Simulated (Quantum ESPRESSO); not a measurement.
Gd under changes of volume

One of the cells (33.215 Å³/atom); the others are scaled copies at fixed shape and fractional positions:

```
Gd
1.0
    -2.02500    2.02500    2.02500
     2.02500   -2.02500    2.02500
     2.02500    2.02500   -2.02500
Gd
1
Direct
  0.00000 0.00000 0.00000
```

This isn't the form of Gd at room conditions, which is hcp.

* Program: Quantum ESPRESSO 7.5
* Functional: rev-vdW-DF2
* Potentials or basis: SSSP 1.3 efficiency PBE
* Cutoff: 748 eV
* Density cutoff: 5987 eV
* k mesh: 9 × 9 × 9
* Occupations: fermi-dirac, width 0.05 eV
* Spin: collinear spin, ferromagnetic start
* Starting moments: [7.0] μB

| volume (Å³/atom) | energy over the lowest point (meV/atom) | pressure (GPa) | moment (μB per cell) |
| --- | --- | --- | --- |
| 31.222 | ? | ? | ? |
| 31.886 | 0.00 | -0.2 | 7.61 |
| 32.551 | 2.18 | -0.9 | 7.62 |
| 33.215 | 7.24 | -1.5 | 7.63 |
| 33.879 | 14.87 | -2.1 | 7.64 |
| 34.544 | 24.83 | -2.6 | 7.65 |
| 35.208 | 36.90 | -3.1 | 7.66 |

Problem. What does the run at 31.222 Å³/atom give?

Solution. Energy over the lowest point 1.01 meV/atom; pressure 0.6 GPa; moment 7.60 μB per cell.

Worked out: A Birch-Murnaghan fit of order 3 (a polynomial in V^(-2/3)) to the other rows has its minimum at 31.75 Å³/atom, just outside them, with B0 = V·E''(V) = 37 GPa and B' = 4.0. It gives 0.99 meV/atom at 31.222 Å³/atom, against the run's 1.01, and -dE/dV = 0.6 GPa, against 0.6. A straight line through the other rows of the moment, of slope 0.0151 μB per Å³/atom, extrapolates to 7.60 μB, against the run's 7.60.

Energies are extrapolated to zero smearing.

Caveats: the potentials were made for another functional, which shifts forces and pressure.
